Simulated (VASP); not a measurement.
Wanted: the native input for a VASP 6.6.1 run.

```
Task                   : single point
Functional             : r2SCAN
Potentials or basis    : VASP PAW PBE potentials, release 64 (Br, H_h)
Cutoff                 : 1400 eV
k mesh                 : 8 × 8 × 8
Occupations            : gaussian, width 0.02 eV
Spin                   : no spin polarisation
Further INCAR settings : ADDGRID = False; ALGO = Normal; EDIFF = 1e-08; NBANDS = 11
```

The structure of HBr lies in POSCAR:

```
HBr
1.0
    0.0000000000      2.8200000000      3.0315000000
    2.7775000000      0.0000000000      3.0315000000
    2.7775000000      2.8200000000      0.0000000000
Br H
1 1
Direct
    0.5000000000      0.5000000000      0.5000000000
    0.0000000000      0.0000000000      0.0000000000
```

The input as run:

INCAR

```
  PREC = Accurate
  ENCUT = 1400
  EDIFF = 1E-8
  ISMEAR = 0
  SIGMA = 0.02
  LREAL = F
  LASPH = T
  NELM = 100
  ALGO = Normal
  ISIF = 2
  LWAVE = F
  LCHARG = F
  METAGGA = R2SCAN
  LMIXTAU = T
  NBANDS = 11
  ADDGRID = F
```

KPOINTS

```
regular mesh
0
Gamma
  8 8 8
```

Potentials or basis: VASP PAW PBE potentials, release 64 (Br, H_h).

Run with:

```console
$ cat potpaw_PBE.64/Br/POTCAR potpaw_PBE.64/H_h/POTCAR > POTCAR
$ mpirun -np 1 vasp_std > vasp.out
```

It gave:

```
Pressure               : -8.0 GPa
Band gap on the k mesh : none (metal or under the smearing width)
```

Caveat: the PAW data sets were made with another functional, which shifts forces and pressure a little.

Wall time 10 min on 1 thread of Intel(R) Xeon(R) Platinum 8488C (Sapphire Rapids), on a shared host, peak memory 0.5 GiB.
